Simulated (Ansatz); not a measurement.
A surface is cut from this relaxed crystal of GdN:

```cif
data_structure
_symmetry_space_group_name_H-M 'P 1'
_symmetry_Int_Tables_number 1
_cell_length_a 3.5245
_cell_length_b 3.5245
_cell_length_c 3.5245
_cell_angle_alpha 60.000
_cell_angle_beta 60.000
_cell_angle_gamma 60.000
_cell_volume 30.96
loop_
_atom_site_label
_atom_site_type_symbol
_atom_site_fract_x
_atom_site_fract_y
_atom_site_fract_z
_atom_site_occupancy
Gd1 Gd 0.50000 0.50000 0.50000 1
N1 N 0.00000 0.00000 0.00000 1
```

Miller indices refer to the conventional cell of Fm-3m (No. 225), a = 4.984 Å, b = 4.984 Å, c = 4.984 Å, α = 90.00°, β = 90.00°, γ = 90.00°.

Consider the (111) slab of 9 planes, 11.5 Å thick with 15 Å of vacuum as cut; outer planes Gd (top) and Gd (bottom), all atoms relaxed.

Level of theory: DFT PBE, scalar-relativistic, plane waves, PAW in Ansatz 0.2.0. Plane waves to 420 eV, a k mesh through Γ of 12×12×1 on the computed 9-atom cell and Gaussian smearing (0.10 eV); collinear spin with starting moments 7.5 0.0 7.5 0.0 7.5 0.0 7.5 0.0 7.5 μB; the SCF started from the saved density, moments and f occupations of an earlier run in this study. The cell repeats along c with a dipole correction in the vacuum.

The slab isn't stoichiometric (Gd5N4), so its surface energy depends on the chemical potentials; it is given with the excess atoms taken from the elements' standard states. The work function is left out: read from the slab's Fermi level and from the bulk's it differs by over 0.3 eV, so the slab is too thin for it. The slab's inner planes relax by over 3 % too, so it holds no bulk-like region.

Question: Give the surface energy in the limit rich in the excess atoms' elements.

Answer: 0.81 J/m².

Question: Predict the spin moments in spheres of the Gd atoms (bottom, middle, top).

Answer: 6.90, 6.88, 6.90 μB.

Question: The top two planes lie 1.439 Å apart in the bulk. How does relaxation change this?

Answer: The spacing becomes 1.189 Å (-17.4 %).

With no bulk-like middle, the error of these values can't be bounded. Other terminations of this plane can be more stable.

The state reached may not be the lowest one. Spin-orbit coupling is left out, which matters for the bands of heavy elements. Without a Hubbard U the f levels lie too near the Fermi level, so gaps, band edges and the localisation of f electrons are unreliable. Semilocal functionals without U can misjudge the magnetic state of such a slab.

The top two spacings change in opposite senses (-17.4 and +13.5 %).

The strong contraction of the outer spacing fits a polar rock-salt surface on which each outermost Gd has lost half of its N neighbours and draws closer to the three that remain. The N plane beneath, now bound more tightly from outside, probably loosens its bonds to the next Gd plane, which would explain the expansion of the second spacing.

In the ionic picture, the extra Gd plane leaves electrons that no N can accept. Shared between the two faces, they offset the polarity and probably occupy Gd 5d-6s surface states, which would make the termination metallic. The moments barely register this: they stay close to the value of a half-filled 4f shell, which is compact and takes little part in bonding.

The surface energy applies to the limit most favourable to this Gd-rich termination and must rise as conditions become richer in nitrogen. The similar moments don't show that parallel alignment is the preferred magnetic order.
